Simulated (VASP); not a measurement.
Wanted: the native input for a VASP 6.6.1 run.

```
Task                   : relaxation of cell and atoms
Functional             : PBE
Dispersion             : D3(BJ)
Potentials or basis    : VASP PAW PBE potentials, release 64 (Pb_d, S)
Cutoff                 : 600 eV
k mesh                 : 8 × 8 × 8
Occupations            : gaussian, width 0.03 eV
Spin                   : no spin polarisation
Further INCAR settings : ALGO = Normal; EDIFF = 1e-07; IBRION = 2; EDIFFG = -0.005; NSW = 90; ISIF = 3
```

The structure of PbS (Galena) lies in POSCAR:

```
PbS                                     
1.0
    0.0000000000      2.9657500000      2.9657500000
    2.9657500000      0.0000000000      2.9657500000
    2.9657500000      2.9657500000      0.0000000000
  Pb              S             
     1     1
Direct
     0.0000000000000000    0.0000000000000000    0.0000000000000000
     0.5000000000000000    0.5000000000000000    0.5000000000000000
```

These files were run (other wordings do the same):

INCAR

```
SYSTEM = PbS
PREC = Accurate ; ENCUT = 600
EDIFF = 1E-7 ; ISMEAR = 0
SIGMA = 0.03 ; LREAL = .FALSE.
LASPH = .TRUE. ; NELM = 80
ALGO = Normal ; ISIF = 3
LWAVE = .FALSE. ; LCHARG = .FALSE.
GGA = PE ; IVDW = 12
IBRION = 2 ; NSW = 90
EDIFFG = -0.005
```

KPOINTS

```
Automatic mesh
0
G
  8 8 8
  0 0 0
```

Potentials or basis: VASP PAW PBE potentials, release 64 (Pb_d, S).

The run is started by

```console
$ cat potpaw_PBE.64/Pb_d/POTCAR potpaw_PBE.64/S/POTCAR > POTCAR
$ mpirun -np 1 vasp_std > vasp.out
```

Results of the run:

The relaxed volume is 26.12 Å³/atom and the relaxed cell is a = 4.196 Å, b = 4.196 Å, c = 4.196 Å, α = 60.00°, β = 60.00°, γ = 60.00°. The space group after relaxing (to 0.05 Å) is Fm-3m (No. 225). The energy gained by relaxing is 0.0 meV/atom and the ionic steps are 2. The pressure after relaxing is 0.0 GPa. The band gap on the k mesh is 0.37 eV, direct. The dispersion energy per atom is -0.347 eV.

Caveat: spin-orbit coupling is left out, which as a rule narrows the gap of such compounds by several tenths of an eV.

Run time: 18 s on 1 thread of Intel(R) Xeon(R) 6975P-C (Granite Rapids), with other jobs on the host, peak memory 0.22 GiB.
